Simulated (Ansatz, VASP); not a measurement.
NaI in VASP and in Ansatz

INCAR

```
ALGO     = Normal         # electronic algorithm
EDIFF    = 1E-6           # SCF threshold, eV
ENCUT    = 520            # plane-wave cutoff, eV
GGA      = PE             # functional
ISIF     = 2              # what is computed and relaxed
ISMEAR   = -1             # smearing method
LASPH    = T              # aspherical terms in the spheres
LCHARG   = T              # write CHGCAR
LELF     = T              # ELF
LREAL    = F              # projectors in reciprocal space
LVHAR    = T            
LWAVE    = F              # write WAVECAR
NBANDS   = 14             # bands
NELM     = 60             # most SCF steps
PREC     = Accurate       # precision mode
SIGMA    = 0.05           # smearing width, eV
```

KPOINTS

```
k-points
0
Gamma
  10 10 10
```

File POSCAR:

```
NaI
1.0
    0.0000000000      3.5813786338      3.5813786338
    3.5813786338      0.0000000000      3.5813786338
    3.5813786338      3.5813786338      0.0000000000
Na I
1 1
Direct
    0.0000000000      0.0000000000      0.0000000000
    0.2500000000      0.2500000000      0.2500000000
```

Input for Ansatz:

```yaml
crystal:
  lattice:
    - [0.0, 3.5813786338, 3.5813786338]
    - [3.5813786338, 0.0, 3.5813786338]
    - [3.5813786338, 3.5813786338, 0.0]
  atoms:
    - { symbol: Na, position: [0.0, 0.0, 0.0] }
    - { symbol: I, position: [0.25, 0.25, 0.25] }
kpoints:
  mp_grid: { grid: [10, 10, 10] }
  band_path:
    path:
      - [0.0, 0.0, 0.0]
      - [-0.5, -0.5, 0.0]
      - [-0.375, -0.375, 0.25]
      - [-0.375, 0.0, 0.375]
      - [0.0, 0.0, 0.0]
      - [0.0, 0.0, 0.5]
      - [-0.5, -0.25, 0.25]
      - [-0.5, -0.5, 0.0]
    npoints: 5
scf:
  occupations: { method: fermi_dirac, width: 0.05 }
hamiltonian:
  xc: pbe
  pseudopotentials:
    kind: all_electron
    lapw: { basis_error: 0.001 }
    relativity: none
output:
  forces: true
  stress: true
  eigenvalues: true
```

Alike in both runs: task single point; functional PBE; k mesh 10 × 10 × 10; occupations fermi-dirac, width 0.05 eV; no spin polarisation.

|  | VASP | Ansatz |
| --- | --- | --- |
| version | VASP 6.6.1 | Ansatz 0.2.0 |
| potentials or method | VASP PAW PBE potentials, release 64 (Na_pv, I) | all-electron LAPW, non-relativistic |
| plane-wave cutoff (eV) | 520 | see its input |

|  | VASP | Ansatz | Ansatz less VASP |
| --- | --- | --- | --- |
| gap on the k mesh at the Fermi level (eV) | 3.77 | 4.19 | +0.418 |
| pressure (GPa) | 0.0 | 0.2 | +0.16 |

One of these differences is far larger than is usual between the two programs; its cause wasn't traced. Ansatz ran all-electron here, so the differences hold the error of VASP's frozen core and of both bases.

Caveats: spin-orbit coupling is left out, which moves the levels of the heavy elements. A k mesh can miss the band edges. A hybrid or GW would open this gap; PBE tends to underestimate it.
